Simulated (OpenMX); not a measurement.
Runs of OpenMX 3.8.5 on Al. It takes space group Fm-3m (No. 225, cubic). The conventional cell has a = 4.050 Å, b = 4.050 Å, c = 4.050 Å, α = 90.00°, β = 90.00°, γ = 90.00°. Al (site symmetry m-3m) has 12 Al at 2.86 Å as nearest neighbours. 

| task | level | potentials or basis | max SCF cycles | grid points, held for all volumes | pressure (GPa) | V0 of scaled cells (Å³/atom) | B0 (GPa) |
| --- | --- | --- | --- | --- | --- | --- | --- |
| band structure | LDA | OpenMX 2013 LDA set, Al7.0-s2p1d1, grid cutoff 300 Ry | 100 | - | (a) | - | - |
| band structure | PBE | OpenMX 2013 PBE set, Al7.0-s2p1d1, grid cutoff 300 Ry | 100 | - | -0.7 | - | - |
| band structure | LDA | OpenMX 2013 LDA set, Al7.0-s2p2d1, grid cutoff 300 Ry | 100 | - | -4.8 | - | - |
| equation of state | PBE | OpenMX 2013 PBE set, Al7.0-s2p2d1, fixed grid of 24 × 24 × 24 points | - | 24 × 24 × 24 | - | 16.22 | (b) |
| equation of state | PBE | OpenMX 2013 PBE set, Al7.0-s2p1d1, fixed grid of 24 × 24 × 24 points | - | 24 × 24 × 24 | - | 16.43 | 78 |

Alike in all rows: no spin polarisation; cell as given; k mesh 11 × 11 × 11; smearing fermi-dirac 0.05 eV.

Q: Estimate the missing entries.

A: (a) -3.7; (b) 82.

Caveats: the basis of atomic orbitals isn't converged, which shifts pressures, moduli and gaps; volumes in these bases differ from converged ones by about 1 %, for some elements by several (some runs).

Not every run made on this cell is shown here.
